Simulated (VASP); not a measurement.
PbSe:

```xyz
2
Lattice="0.0000 3.0520 3.0520 3.0520 0.0000 3.0520 3.0520 3.0520 0.0000" Properties=species:S:1:pos:R:3 pbc="T T T"
Se    3.0520    3.0520    3.0520
Pb    0.0000    0.0000    0.0000
```

The cell was built by a generator and needn't be a form met in nature.

Base run:

* Program: VASP 6.6.1
* Functional: PBE0
* Potentials or basis: VASP PAW PBE potentials, release 64 (Se, Pb_d)
* Cutoff: 520 eV
* k mesh: 6 × 6 × 6
* Occupations: gaussian, width 0.03 eV
* Spin: no spin polarisation

Its results: band gap on the k mesh 1.21 eV, direct; pressure 1.7 GPa.

Problem. The run is repeated on the same cell with these changes: functional from PBE0 to HSE06. What comes out?

Solution. Band gap on the k mesh 0.68 eV, direct; pressure 1.7 GPa.

Caveats: the PAW data sets were made with another functional, which shifts forces and pressure a little; spin-orbit coupling is left out, which as a rule narrows the gap of such compounds by several tenths of an eV.
